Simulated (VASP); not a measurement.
Wanted: the native input for a VASP 6.6.1 run.

```yaml
Task: relaxation of cell and atoms
Functional: PBEsol
Potentials_or_basis: VASP PAW PBE potentials, release 64 (Cu, I)
Cutoff: 600 eV
k_mesh: 8 × 8 × 8
Occupations: gaussian, width 0.03 eV
Spin: no spin polarisation
Further_INCAR_settings: ALGO = Normal; EDIFF = 1e-06; IBRION = 2; EDIFFG = -0.01; NSW = 90; ISIF = 3
```

The structure of CuI (Marshite) lies in POSCAR:

```
CuI
1.0
    0.0000000000      3.0315000000      3.0315000000
    3.0315000000      0.0000000000      3.0315000000
    3.0315000000      3.0315000000      0.0000000000
Cu I
1 1
Direct
    0.2500000000      0.2500000000      0.2500000000
    0.0000000000      0.0000000000      0.0000000000
```

These files were run (other wordings do the same):

INCAR

```
PREC = Accurate
ENCUT = 600
EDIFF = 1E-6
ISMEAR = 0
SIGMA = 0.03
LREAL = F
LASPH = T
NELM = 80
ALGO = Normal
ISIF = 3
LWAVE = F
LCHARG = F
GGA = PS
IBRION = 2
NSW = 90
EDIFFG = -0.01
```

KPOINTS

```
Automatic mesh
0
Gamma
  8 8 8
```

Potentials or basis: VASP PAW PBE potentials, release 64 (Cu, I).

Run with:

```sh
$ cat potpaw_PBE.64/Cu/POTCAR potpaw_PBE.64/I/POTCAR > POTCAR
$ mpirun -np 1 vasp_std > vasp.out
```

It gave:

The relaxed volume is 26.28 Å³/atom and the relaxed cell is a = 4.204 Å, b = 4.204 Å, c = 4.204 Å, α = 60.00°, β = 60.00°, γ = 60.00°. The space group after relaxing (to 0.05 Å) is F-43m (No. 216), the energy gained by relaxing is 13.3 meV/atom and the ionic steps are 3. The pressure after relaxing is -0.1 GPa and the band gap on the k mesh is 1.19 eV, direct.

Caveat: the PAW data sets were made with another functional, which shifts forces and pressure a little; spin-orbit coupling is left out, which moves the levels of the heavy elements.

Run time: 57 s on 1 thread of Intel(R) Xeon(R) Platinum 8488C (Sapphire Rapids), with other jobs on the host, peak memory 0.22 GiB.
